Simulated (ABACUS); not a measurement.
# ZrO2 (Fm-3m) in ABACUS: a series of runs

One crystal, ZrO2, is run at these levels: PBE; tasks: single point.

All numbers are computed with ABACUS 3.10.1; they aren't measurements. Logs are shortened: lines on timing, memory, paths and dates and some standing lists are left out, and cuts for length are marked.

## 1. Starting point

Symmetry: Fm-3m, No. 225, cubic system. The conventional cell has a = 5.090 Å, b = 5.090 Å, c = 5.090 Å, α = 90.00°, β = 90.00°, γ = 90.00°. Zr (site symmetry m-3m) is surrounded by 8 O at 2.20 Å. Around O (site symmetry -43m) lie 4 Zr at 2.20 Å.

Measurements of this composition are mostly on another form, of space group No. 14.

## 2. Single point, PBE

INPUT

```
INPUT_PARAMETERS
suffix              ZrO2
calculation         scf
basis_type          lcao
pseudo_dir          ./
orbital_dir         ./
symmetry            1
dft_functional      pbe
ecutwfc             100
pseudo_rcut         7
nspin               1
nbands              22
ks_solver           genelpa
smearing_method     fd
smearing_sigma      0.00367493
scf_thr             1e-07
scf_nmax            100
mixing_type         broyden
mixing_beta         0.7
cal_force           1
cal_stress          1
out_mul             1
out_chg             1
```

STRU

```
ATOMIC_SPECIES
Zr 91.2240 Zr.upf
O 15.9990 O.upf

NUMERICAL_ORBITAL
Zr_confined-atom_8au_3s2p2d1f.orb
O_confined-atom_6au_2s2p1d.orb

LATTICE_CONSTANT
1.8897261246

LATTICE_VECTORS
0.0000000000 2.5450727058 2.5450727058
2.5450727058 0.0000000000 2.5450727058
2.5450727058 2.5450727058 0.0000000000

ATOMIC_POSITIONS
Cartesian

Zr
0.0
1
0.0000000000 0.0000000000 0.0000000000 1 1 1

O
0.0
2
3.8176090587 3.8176090587 3.8176090587 1 1 1
1.2725363529 1.2725363529 1.2725363529 1 1 1
```

KPT

```
K_POINTS
0
Gamma
5 5 5 0 0 0
```

Potentials or basis: PseudoDojo NC FR 0.4 PBE standard, DZP LCAO (the cutoffs set its grid).

Command:

```sh
$ OMP_NUM_THREADS=1 mpirun -np 4 abacus > log
```

running log:

```text
ABACUS v3.10.1

               Atomic-orbital Based Ab-initio Computation at UStc

 ------------------------------------------------------------------------------------

 READING GENERAL INFORMATION
                           global_out_dir = OUT.ZrO2/
                           global_in_card = INPUT
                               pseudo_dir = ./
                              orbital_dir = ./
                                    DSIZE = 4
                                    GSIZE = 1

 READING UNITCELL INFORMATION
                                    ntype = 2
                  lattice constant (Bohr) = 1.88973
              lattice constant (Angstrom) = 1

 READING ATOM TYPE 1
                               atom label = Zr
                      L=0, number of zeta = 3
                      L=1, number of zeta = 2
                      L=2, number of zeta = 2
                      L=3, number of zeta = 1
             number of atom for this type = 1

 READING ATOM TYPE 2
                               atom label = O
                      L=0, number of zeta = 2
                      L=1, number of zeta = 2
                      L=2, number of zeta = 1
             number of atom for this type = 2

                        TOTAL ATOM NUMBER = 3
CARTESIAN COORDINATES ( UNIT =       1.889726124600 Bohr ).
    atom                   x                   y                   z     mag                  vx                  vy                  vz
tauc_Zr1            0.0000000000        0.0000000000        0.0000000000  0.0000        0.0000000000        0.0000000000        0.0000000000
tauc_O1            3.8176090587        3.8176090587        3.8176090587  0.0000        0.0000000000        0.0000000000        0.0000000000
tauc_O2            1.2725363529        1.2725363529        1.2725363529  0.0000        0.0000000000        0.0000000000        0.0000000000

                          Volume (Bohr^3) = 222.499
                             Volume (A^3) = 32.9708

 Lattice vectors: (Cartesian coordinate: in unit of a_0)
                   +0            +2.54507            +2.54507
             +2.54507                  +0            +2.54507
             +2.54507            +2.54507                  +0
 Reciprocal vectors: (Cartesian coordinate: in unit of 2 pi/a_0)
            -0.196458           +0.196458           +0.196458
            +0.196458           -0.196458           +0.196458
            +0.196458           +0.196458           -0.196458
 The esolver type has been set to : ksdft_lcao

                PAO radial cut off (Bohr) = 7

 Read in pseudopotential file is Zr.upf
                     pseudopotential type = NC
          exchange-correlation functional = PBE
                 nonlocal core correction = 1
                        valence electrons = 12
                                     lmax = 2
                           number of zeta = 4
                     number of projectors = 6
                           L of projector = 0
[... 5 lines left out ...]
                PAO radial cut off (Bohr) = 7

 Read in pseudopotential file is O.upf
                     pseudopotential type = NC
          exchange-correlation functional = PBE
                 nonlocal core correction = 1
                        valence electrons = 6
                                     lmax = 2
                           number of zeta = 2
                     number of projectors = 5
                           L of projector = 0
                           L of projector = 0
                           L of projector = 1
                           L of projector = 1
                           L of projector = 2
     initial pseudo atomic orbital number = 18

 SETUP THE ELECTRONS NUMBER
            electron number of element Zr = 12
      total electron number of element Zr = 12
             electron number of element O = 6
       total electron number of element O = 12
            AUTOSET number of electrons:  = 24
                           occupied bands = 12
                                   NLOCAL = 52
                                   NBANDS = 22
                                   NBANDS = 22
                                   NLOCAL = 52

%%%%%%%%%%%%%%%%%%%%%%%%%%%%%%%%%%%%%%%%%%%%%%%%%%%%%%%%%%%%%%%%%%%%%%%%%%%%%%%%%%%%%%%%%%%%%%%%%%%%%%%%%%
 Warning: the number of valence electrons in pseudopotential > 4 for Zr: [Kr] 4d2 5s2
 Pseudopotentials with additional electrons can yield (more) accurate outcomes, but may be less efficient.
 If you're confident that your chosen pseudopotential is appropriate, you can safely ignore this warning.
%%%%%%%%%%%%%%%%%%%%%%%%%%%%%%%%%%%%%%%%%%%%%%%%%%%%%%%%%%%%%%%%%%%%%%%%%%%%%%%%%%%%%%%%%%%%%%%%%%%%%%%%%%

 SETUP THE PLANE WAVE BASIS
 energy cutoff for charge/potential (unit:Ry) = 400
            fft grid for charge/potential = [ 45, 45, 45 ]
                        fft grid division = [ 3, 3, 3 ]
        big fft grid for charge/potential = [ 15, 15, 15 ]
                                     nbxx = 900
                                     nrxx = 24300

 SETUP PLANE WAVES FOR CHARGE/POTENTIAL
                    number of plane waves = 30155
                         number of sticks = 1285

 PARALLEL PW FOR CHARGE/POTENTIAL
     PROC   COLUMNS(POT)             PW
        1            320           7539
        2            321           7539
        3            322           7538
        4            322           7539
 --------------- sum -------------------
        4           1285          30155
                            number of |g| = 307
                                  max |g| = 36.1256
                                  min |g| = 0.115787

----------- Double Check Mixing Parameters Begin ------------
mixing_type: broyden
mixing_beta: 0.7
mixing_gg0: 1
mixing_gg0_min: 0.1
mixing_ndim: 8
----------- Double Check Mixing Parameters End ------------

 LATTICE VECTORS: (CARTESIAN COORDINATE: IN UNIT OF A0)
                   +0            +2.54507            +2.54507
             +2.54507                  +0            +2.54507
             +2.54507            +2.54507                  +0
                       right hand lattice = 1
                                   NORM_A = 3.59928
                                   NORM_B = 3.59928
                                   NORM_C = 3.59928
                           ALPHA (DEGREE) = 60
                           BETA  (DEGREE) = 60
                           GAMMA (DEGREE) = 60

 The lattice vectors have been changed (STRU_SIMPLE.cif)

(for optimal symmetric configuration:)
                             BRAVAIS TYPE = 3
                     BRAVAIS LATTICE NAME = 03. Cubic F (face-centered)
                                    ibrav = 3
                                    IBRAV = 3
                                  BRAVAIS = FACE CENTERED CUBIC
                       LATTICE CONSTANT A = 5.09015
Original cell was already a primitive cell.
                        ROTATION MATRICES = 48
              PURE POINT GROUP OPERATIONS = 48
                   SPACE GROUP OPERATIONS = 48
                              POINT GROUP = O_h
               POINT GROUP IN SPACE GROUP = O_h

 SETUP K-POINTS
                                    nspin = 1
                   Input type of k points = Monkhorst-Pack(Gamma)
                                   nkstot = 125
                       right hand lattice = 1
(for reciprocal lattice: )
                             BRAVAIS TYPE = 2
                     BRAVAIS LATTICE NAME = 02. Cubic I (body-centered)
                                    ibrav = 2
                       right hand lattice = 1
(for k-lattice: )
                             BRAVAIS TYPE = 2
                     BRAVAIS LATTICE NAME = 02. Cubic I (body-centered)
                                    ibrav = 2
                       right hand lattice = 1
                        ROTATION MATRICES = 48
                               nkstot_ibz = 10
K-POINTS REDUCTION ACCORDING TO SYMMETRY
     IBZ    DIRECT_X    DIRECT_Y    DIRECT_Z  WEIGHT  ibz2bz
       1  0.00000000  0.00000000  0.00000000  0.0080       0
       2  0.20000000  0.20000000  0.20000000  0.0640       1
       3  0.40000000  0.40000000  0.40000000  0.0640       2
       4  0.20000000  0.20000000  0.00000000  0.0480       6
       5  0.40000000  0.40000000  0.20000000  0.1920       7
       6 -0.40000000  0.40000000  0.40000000  0.1920       8
       7  0.40000000  0.20000000  0.20000000  0.0960       9
       8  0.40000000  0.40000000  0.00000000  0.0480      12
       9 -0.20000000  0.40000000  0.40000000  0.0960      13
      10 -0.40000000  0.40000000  0.20000000  0.1920      38

                               nkstot now = 10
[... K-POINTS DIRECT COORDINATES: 10 rows ...]

           k-point number in this process = 10
       minimum distributed K point number = 10
[... stars of the k points ...]

[... K-POINTS CARTESIAN COORDINATES: 10 rows ...]

[... K-POINTS DIRECT COORDINATES: 10 rows ...]

 SETUP PLANE WAVES FOR WAVE FUNCTIONS
     energy cutoff for wavefunc (unit:Ry) = 100
              fft grid for wave functions = [ 45, 45, 45 ]
                    number of plane waves = 4909
                         number of sticks = 379

 PARALLEL PW FOR WAVE FUNCTIONS
     PROC   COLUMNS(POT)             PW
        1             94           1227
        2             95           1228
        3             95           1227
        4             95           1227
 --------------- sum -------------------
        4            379           4909

 SET NONLOCAL PSEUDOPOTENTIAL PROJECTORS
 SET NONLOCAL PSEUDOPOTENTIAL PROJECTORS
 max number of nonlocal projetors among all species is 6

 -------------------------------------------
 SELF-CONSISTENT
 -------------------------------------------

 SETUP SEARCHING RADIUS FOR PROGRAM TO SEARCH ADJACENT ATOMS
                  longest orb rcut (Bohr) = 8
   longest nonlocal projector rcut (Bohr) = 1.58
                     search radius (Bohr) = 19.2
              searching radius is (Bohr)) = 19.2
         searching radius unit is (Bohr)) = 1.89
                         PeriodicBoundary = 1
                        Radius(unit:lat0) = 10.1
                                   glayer = [ 5, 5, 5 ]
                             glayer_minus = [ 4, 4, 4 ]

Find the coordinate range of the input atom(unit:lat0).
                                  min_tau = [ -20.4, -20.4, -20.4 ]
                                  max_tau = [ 24.2, 24.2, 24.2 ]
                                BoxNumber = [ 9, 9, 9 ]

 SETUP EXTENDED REAL SPACE GRID FOR GRID INTEGRATION
                          real space grid = [ 45, 45, 45 ]
                 big cell numbers in grid = [ 15, 15, 15 ]
             meshcell numbers in big cell = [ 3, 3, 3 ]
                        extended fft grid = [ 22, 22, 22 ]
                dimension of extened grid = [ 60, 60, 60 ]
                            UnitCellTotal = 125
              Atom number in sub-FFT-grid = 3
    Local orbitals number in sub-FFT-grid = 52
                                ParaV.nnr = 44202
                                 init_chg = atomic

 LCAO ALGORITHM --------------- ION=   1  ELEC=   1--------------------------------

 Density error is 0.163941119639
----------------------------------------------------------
     Energy           Rydberg                 eV
----------------------------------------------------------
 E_KohnSham     -167.2954958038      -2276.1719926671
 E_Harris       -164.3981722580      -2236.7518834940
 E_Fermi        1.0334020140         14.0601557156
----------------------------------------------------------
[... 102 lines left out ...]
 Density error is 2.0384081451e-09
----------------------------------------------------------
     Energy           Rydberg                 eV
----------------------------------------------------------
 E_KohnSham     -167.7899128077      -2282.8988811082
 E_KS(sigma->0) -167.7899128077      -2282.8988811082
 E_Harris       -167.7899128926      -2282.8988822635
 E_band         -4.3795397661        -59.5866954365
 E_one_elec     -22.5802910827       -307.2206212237
 E_Hartree      26.8640502990        365.5041554254
 E_xc           -36.9503603965       -502.7354445453
 E_Ewald        -135.1233116276      -1838.4469707646
 E_entropy(-TS) -0.0000000000        -0.0000000000
 E_descf        0.0000000000         0.0000000000
 E_exx          0.0000000000         0.0000000000
 E_Fermi        0.9885358518         13.4497202620
----------------------------------------------------------

 charge density convergence is achieved
 final etot is -2282.8988811 eV
 EFERMI = 13.449720262 eV

 STATE ENERGY(eV) AND OCCUPATIONS    NSPIN == 1
 1/10 kpoint (Cartesian) = 0.0000 0.0000 0.0000 (940 pws)
       1       -35.9394      0.0160000
       2       -13.7914      0.0160000
       3       -13.7914      0.0160000
       4       -13.7914      0.0160000
       5       -5.90481      0.0160000
       6       -3.34208      0.0160000
[... 134 lines left out ...]
      21        31.5211        0.00000
      22        32.5167        0.00000

[... levels at 4 further k points ...]

 correction force for each atom along direction 1 is -9.00437e-15
 correction force for each atom along direction 2 is 2.00366e-14
 correction force for each atom along direction 3 is -1.45480e-14
------------------------------------------------------------------------------------------
 TOTAL-FORCE (eV/Angstrom)
------------------------------------------------------------------------------------------
                       Zr1         0.0000000000         0.0000000000         0.0000000000
                        O1         0.0000000000         0.0000000000         0.0000000000
                        O2         0.0000000000         0.0000000000         0.0000000000
------------------------------------------------------------------------------------------

----------------------------------------------------------------
 TOTAL-STRESS (KBAR)
----------------------------------------------------------------
        40.3064045595         0.0000000000        -0.0000000000
         0.0000000000        40.3064045595         0.0000000000
        -0.0000000000         0.0000000000        40.3064045595
----------------------------------------------------------------
 TOTAL-PRESSURE: 40.306405 KBAR

 --------------------------------------------
 !FINAL_ETOT_IS -2282.8988811082122083 eV
 --------------------------------------------
```

It took 6.8 s on 4 MPI ranks of Intel Xeon 6975P-C (Granite Rapids), shared host; peak memory 0.44 GiB.

Results:

```yaml
Free_energy: -2282.8989 eV
Pressure: 4.0 GPa
Band_gap_on_the_k_mesh: 3.50 eV, indirect (least direct gap 3.84 eV)
Mulliken_charges: Zr +1.12; O -0.56 e
```

Caveat: the k mesh is coarse (spacing up to 0.43 Å⁻¹), so the values aren't converged; the atomic orbitals were generated for these runs and aren't a published set; Mulliken charges move with the basis; an odd mesh through Γ misses points on the zone boundary, where band edges often lie; the basis of atomic orbitals isn't converged, which shifts pressures, moduli and gaps.

## 3. Single point, PBE, spin-orbit coupling, no magnetisation

INPUT

```
INPUT_PARAMETERS
suffix              ZrO2
calculation         scf
basis_type          lcao
pseudo_dir          ./
orbital_dir         ./
symmetry            0
dft_functional      pbe
ecutwfc             100
pseudo_rcut         7
nspin               4
nbands              44
ks_solver           genelpa
smearing_method     fd
smearing_sigma      0.00367493
scf_thr             1e-07
scf_nmax            100
mixing_type         broyden
mixing_beta         0.4
cal_force           1
cal_stress          1
noncolin            0
lspinorb            1
out_mul             1
out_chg             1
out_pot             2
out_elf             0
```

STRU is that of step 2.

KPT is that of step 2.

Potentials or basis: PseudoDojo NC FR 0.4 PBE standard, DZP LCAO (the cutoffs set its grid).

Command:

```sh
$ OMP_NUM_THREADS=1 mpirun -np 4 abacus > log
```

Wall time 30 s (4 MPI ranks of Intel Xeon 6975P-C (Granite Rapids), shared host); peak memory 0.84 GiB.

The run converged. Its results:

```
Free energy            : -2282.8209 eV
Pressure               : 4.0 GPa
Band gap on the k mesh : 3.50 eV, indirect (least direct gap 3.81 eV)
Mulliken charges       : Zr +1.12; O -0.56 e
```

Levels at points of the mesh, in eV from the valence-band top:
| k point | band 20 | band 21 | band 22 | band 23 | band 24 | band 25 | band 26 | band 27 | band 28 | band 29 |
| --- | --- | --- | --- | --- | --- | --- | --- | --- | --- | --- |
| (0.00, 0.00, 0.00) | -0.38 | -0.31 | -0.31 | -0.31 | -0.31 | 3.50 | 3.50 | 3.50 | 3.50 | 7.10 |

Caveat: the k mesh is coarse (spacing up to 0.43 Å⁻¹), so the values aren't converged; the atomic orbitals were generated for these runs and aren't a published set; Mulliken charges move with the basis; an odd mesh through Γ misses points on the zone boundary, where band edges often lie; the basis of atomic orbitals isn't converged, which shifts pressures, moduli and gaps.
